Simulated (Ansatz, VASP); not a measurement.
# ScAl3: VASP beside Ansatz

Contents of INCAR:

```
PREC     = Accurate       # precision mode
ENCUT    = 520            # plane-wave cutoff, eV
EDIFF    = 1E-6           # SCF threshold, eV
ISMEAR   = 0              # smearing method
SIGMA    = 0.1            # smearing width, eV
LREAL    = False          # projectors in reciprocal space
LASPH    = True           # aspherical terms in the spheres
NELM     = 100            # most SCF steps
ALGO     = Normal         # electronic algorithm
ISIF     = 2              # what is computed and relaxed
LWAVE    = False          # write WAVECAR
LCHARG   = False          # write CHGCAR
GGA      = PS             # functional
NBANDS   = 18             # bands
```

File KPOINTS:

```
regular mesh
0
Gamma
  4 4 4
```

Contents of POSCAR:

```
ScAl3
1.0
    4.0878065700      0.0000000000      0.0000000000
    0.0000000000      4.0878065700      0.0000000000
    0.0000000000      0.0000000000      4.0878065700
Sc Al
1 3
Direct
    0.0000000000      0.0000000000      0.0000000000
    0.5000000000      0.0000000000      0.5000000000
    0.0000000000      0.5000000000      0.5000000000
    0.5000000000      0.5000000000      0.0000000000
```

Input for Ansatz:

```yaml
crystal:
  lattice:
    - [4.08780657, 0.0, 0.0]
    - [0.0, 4.08780657, 0.0]
    - [0.0, 0.0, 4.08780657]
  atoms:
    - { symbol: Sc, position: [0.0, 0.0, 0.0] }
    - { symbol: Al, position: [0.5, 0.0, 0.5] }
    - { symbol: Al, position: [0.0, 0.5, 0.5] }
    - { symbol: Al, position: [0.5, 0.5, 0.0] }
basis:
  ecutwfc: 420
kpoints:
  mp_grid: { grid: [4, 4, 4] }
hamiltonian:
  xc: pbesol
scf:
  occupations: { method: gaussian, width: 0.1 }
output:
  forces: true
  stress: true
  eigenvalues: true
```

The cell is a database's computed one.

Alike in both runs: task single point; functional PBEsol; k mesh 4 × 4 × 4; occupations gaussian, width 0.1 eV; no spin polarisation.

|  | VASP | Ansatz |
| --- | --- | --- |
| version | VASP 6.6.1 | Ansatz 0.2.0 |
| potentials or method | VASP PAW PBE potentials, release 64 (Sc_sv, Al) | scalar-relativistic, plane waves, PAW |
| plane-wave cutoff (eV) | 520 | 420 |
| valence electrons in the cell | 20 | 20 |

Ansatz gave:

- gap on the k mesh at the Fermi level (eV): none
- pressure (GPa): -0.9

Q: What did VASP give for the same quantities?

A: gap on the k mesh at the Fermi level (eV): none; pressure (GPa): -0.8.

A gap of «none» marks a metal or a gap that the smearing closes.

Caveats: the k mesh is coarse (spacing up to 0.38 Å⁻¹), so the values aren't converged; the PAW data sets were made with another functional, which shifts forces and pressure a little (VASP).
